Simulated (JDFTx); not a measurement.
Crystal: Zr.

```xyz
1
Lattice="-1.8100 1.8100 1.8100 1.8100 -1.8100 1.8100 1.8100 1.8100 -1.8100" Properties=species:S:1:pos:R:3 pbc="T T T"
Zr    0.0000    0.0000    0.0000
```

This isn't the form of Zr at room conditions, which is hcp.

| Quantity | Value |
| --- | --- |
| Program | JDFTx 1.7.0 (patched build) |
| Task | relaxation of cell and atoms |
| Functional | PBE |
| Potentials or basis | PseudoDojo-SR-PBE-0.5-standard with smoothed tails |
| Cutoff | 898 eV |
| Density cutoff | 3592 eV |
| k mesh | 10 × 10 × 10 |
| Occupations | fermi-dirac, width 0.05 eV |
| Spin | no spin polarisation |

At the start: pressure -3.3 GPa; volume 23.72 Å³/atom.

Task: Where does the relaxation end?

Result: Over 5 steps the energy falls by 10.3 meV/atom and the volume is 22.75 Å³/atom (-4.1 %); space group Im-3m (No. 229, to 0.05 Å).

Step by step:
| step | energy change (eV) | largest force (eV/Å) | pressure (GPa) | volume (Å³) |
| --- | --- | --- | --- | --- |
| 1 | 0.0000 | 0.0000 | -3.31 | 23.72 |
| 2 | -0.0025 | 0.0000 | -2.89 | 23.59 |
| 3 | -0.0102 | 0.0000 | -0.06 | 22.77 |
| 4 | -0.0103 | 0.0000 | 0.00 | 22.75 |
| 5 | -0.0103 | 0.0000 | 0.00 | 22.75 |

Final structure:
```yaml
crystal:
  lattice:
    - [-1.78509, 1.78509, 1.78509]
    - [1.78509, -1.78509, 1.78509]
    - [1.78509, 1.78509, -1.78509]
  atoms:
    - { symbol: Zr, position: [0.00000, 0.00000, 0.00000] }
```
